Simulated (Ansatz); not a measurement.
Crystal: AlNi3.

```
CELL_PARAMETERS angstrom
0.00000 2.80189 2.80189
2.80189 0.00000 2.80189
2.80189 2.80189 0.00000
ATOMIC_POSITIONS crystal
Ni 0.75000 0.75000 0.75000
Ni 0.00000 0.00000 0.00000
Ni 0.25000 0.25000 0.25000
Al 0.50000 0.50000 0.50000
```

The cell comes from a database or a generator and needn't be the stable form of this composition.

Base run:

| Item | Value |
| --- | --- |
| Program | Ansatz 0.2.0 |
| Functional | PBEsol |
| Potentials or basis | all-electron LAPW, inner shells corrected to Dirac's equation |
| Cutoff | 305 eV |
| Density cutoff | 1219 eV |
| Basis error allowed | 0.002 eV/atom |
| k mesh | 8 × 8 × 8 |
| Occupations | fermi-dirac, width 0.05 eV |
| Spin | collinear spin, ferromagnetic start |
| Starting moments | [1.0, 1.0, 1.0, 0.0] μB |

Its results: pressure -0.8 GPa; net moment 0.00 μB per cell.

**Question.** The run is repeated on the same cell with these changes: potentials or basis from all-electron LAPW, inner shells corrected to Dirac's equation to all-electron LAPW, non-relativistic. What comes out?

**Answer.** Pressure 2.4 GPa; net moment 0.00 μB per cell.

Not every run made on this cell is shown here.
